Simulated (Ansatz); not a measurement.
**KBr: strain energy, fitted**

KBr, Fm-3m, a = 6.700 Å. Ansatz: PBE, PAW, 420 eV, Γ-centred 6×6×4 mesh on 4 atoms, Gaussian smearing 0.02 eV; no spin polarisation. Series: uniaxial strain along a, with b, c and atoms relaxed; x is the strain in per cent. The axes a, b, c are those of the computed cell (4.738, 4.738, 6.700 Å), along [1 1 0], [-1 1 0], [0 0 1] of the cell named above. y is the free energy over the unstrained cell, V0 = 37.594 Å³/atom.

| x (%) | y (meV/atom) |
| --- | --- |
| -4.5 | 4.10 |
| -3.0 | 1.82 |
| -1.5 | 0.47 |
| 0.0 | 0.00 |
| 1.5 | 0.36 |
| 3.0 | 1.55 |
| 4.5 | ? |

Q: Fit y = c2 x² + c3 x³ to the other rows, turn c2 into a modulus, and predict the missing energy.

A: Least squares on the rows shown. y = 0.1850 x² − 0.004083 x³. In eV per unit strain² c2 is 1.850; this is Young's modulus along the axis (E = ½ Y V0 ε²): 2 × 1.850 × 160.2 / (37.594) = 15.8 GPa. At x = 4.5 the fit asked for gives 3.37 meV/atom. The run gave 3.51 meV/atom, so the fit is 0.14 meV/atom too low, a small miss on the scale of the series.